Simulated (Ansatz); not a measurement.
**BN: stress in a strained cell**

BN is deformed so: equal xy, yz and zx engineering shear strains of +1 %. What stress and forces result, by LAPW, PAW and all-electron datasets made for the crystal?

Computed with Ansatz 0.2.0 (DFT LDA, scalar-relativistic, unless a step's input says otherwise).

## 1. The system as given

It takes space group F-43m (No. 216, cubic). Conventional cell: a = 3.615 Å, b = 3.615 Å, c = 3.615 Å, α = 90.00°, β = 90.00°, γ = 90.00°. B (site symmetry -43m) is surrounded by 4 N at 1.57 Å. N (site symmetry -43m) is surrounded by 4 B at 1.57 Å.

As a file:

```cif
data_structure
_symmetry_space_group_name_H-M 'P 1'
_symmetry_Int_Tables_number 1
_cell_length_a 2.5562
_cell_length_b 2.5562
_cell_length_c 2.5562
_cell_angle_alpha 60.000
_cell_angle_beta 60.000
_cell_angle_gamma 60.000
_cell_volume 11.81
loop_
_atom_site_label
_atom_site_type_symbol
_atom_site_fract_x
_atom_site_fract_y
_atom_site_fract_z
_atom_site_occupancy
B1 B 0.00000 0.00000 0.00000 1
N1 N 0.75000 0.75000 0.75000 1
```

Atoms are numbered in the order of the input: B1, N2.

## 2. The deformed structure

Space group F-43m before, R3m after.

## 3. Full-potential LAPW

The input, input.yaml:

```yaml
crystal:
  lattice:
    - [0.018075, 1.8165375, 1.8165375]
    - [1.8165375, 0.018075, 1.8165375]
    - [1.8165375, 1.8165375, 0.018075]
  atoms:
    - { symbol: B, position: [0.0, 0.0, 0.0] }
    - { symbol: "N", position: [0.75, 0.75, 0.75] }
kpoints:
  mp_grid: { grid: [11, 11, 11] }
  band_path:
    path:
      - [0.0, 0.0, 0.0]
      - [-0.5, -0.5, -0.5]
      - [-0.5, -0.247543133, -0.752456867]
      - [-0.247543133, 0.247543133, -0.5]
      - [0.0, 0.0, -0.5]
      - [0.0, 0.0, 0.0]
      - [0.0, 0.3737715665, -0.3737715665]
      - [-0.3737715665, 0.0, -0.6262284335]
      - [-0.5, 0.0, -0.5]
    npoints: 5
scf:
  occupations: { method: fermi_dirac, width: 0.02 }
hamiltonian:
  xc: lda
  pseudopotentials: { kind: all_electron, lapw: { basis_error: 0.0005 } }
output:
  forces: true
  stress: true
  eigenvalues: true
```

Launch:

```
> ansatz run input.yaml --threads 1 --pin off --max-ram 3072MiB --backend cpu --events-out ev --progress --plain --runs-dir out
```

## 4. PAW on the default files

The input, input.yaml:

```yaml
crystal:
  lattice:
    - [0.018075, 1.8165375, 1.8165375]
    - [1.8165375, 0.018075, 1.8165375]
    - [1.8165375, 1.8165375, 0.018075]
  atoms:
    - { symbol: B, position: [0.0, 0.0, 0.0] }
    - { symbol: "N", position: [0.75, 0.75, 0.75] }
kpoints:
  mp_grid: { grid: [11, 11, 11] }
scf:
  occupations: { method: fermi_dirac, width: 0.02 }
hamiltonian:
  xc: lda
  pseudopotentials: { kind: paw }
output:
  forces: true
  stress: true
  eigenvalues: true
  efg: { contact_densities: true }
```

## 5. Datasets made for this crystal

Edit input.yaml of step 4 so:

```diff
@@ -14,3 +14,3 @@
   xc: lda
-  pseudopotentials: { kind: paw }
+  pseudopotentials: { kind: all_electron, datasets: crystal }
 output:
```

(Steps that only read results are left out.)

Q: Predict the outcome of this session. Wanted: pressure; largest shear or deviatoric stress.

As calculated:

| quantity | value |
| --- | --- |
| pressure | LAPW -10.71, PAW -10.83, crystal datasets -10.71 GPa |
| largest shear or deviatoric stress (LAPW) | 4.41 GPa |

What this shows: The largest part of the stress beyond the pressure is 4.41 GPa in size; the atoms are carried along and not relaxed. No run of the undeformed cell stands beside it, so the pressure holds what the given cell had before the change. PAW: stress within 0.12 GPa of LAPW. Crystal datasets: stress within 0.01 GPa of LAPW.
